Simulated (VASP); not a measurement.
Here is a VASP 6.6.1 calculation.

File INCAR:

```
SYSTEM = Sn3Se
ALGO     = Normal         ! electronic algorithm
EDIFF    = 1E-7           ! SCF threshold, eV
ENCUT    = 520            ! plane-wave cutoff, eV
GGA      = PS             ! functional
ISIF     = 2              ! what is computed and relaxed
ISMEAR   = -1             ! smearing method
LASPH    = .TRUE.         ! aspherical terms in the spheres
LCHARG   = .FALSE.        ! write CHGCAR
LREAL    = .FALSE.        ! projectors in reciprocal space
LWAVE    = .FALSE.        ! write WAVECAR
NBANDS   = 32             ! bands
NELM     = 80             ! most SCF steps
PREC     = Accurate       ! precision mode
SIGMA    = 0.05           ! smearing width, eV
```

Contents of KPOINTS:

```
k-points
0
G
  6 6 6
  0 0 0
```

Contents of POSCAR:

```
Sn3Se
1.0
    0.0000000000      3.7331380000      3.7331380000
    3.7331380000      0.0000000000      3.7331380000
    3.7331380000      3.7331380000      0.0000000000
Sn Se
3 1
Direct
    0.5000000000      0.5000000000      0.5000000000
    0.7500000000      0.7500000000      0.7500000000
    0.2500000000      0.2500000000      0.2500000000
    0.0000000000      0.0000000000      0.0000000000
```

Potentials or basis: VASP PAW PBE potentials, release 64 (Sn_d, Se).

Launch:

```console
$ cat potpaw_PBE.64/Sn_d/POTCAR potpaw_PBE.64/Se/POTCAR > POTCAR
$ mpirun -np 1 vasp_std > vasp.out
```

(1) Predict the band gap on the k mesh.

(2) Estimate the pressure.

## Answers

(1) none (metal or under the smearing width).

(2) -3.2 GPa.

Caveat: the PAW data sets were made with another functional, which shifts forces and pressure a little.
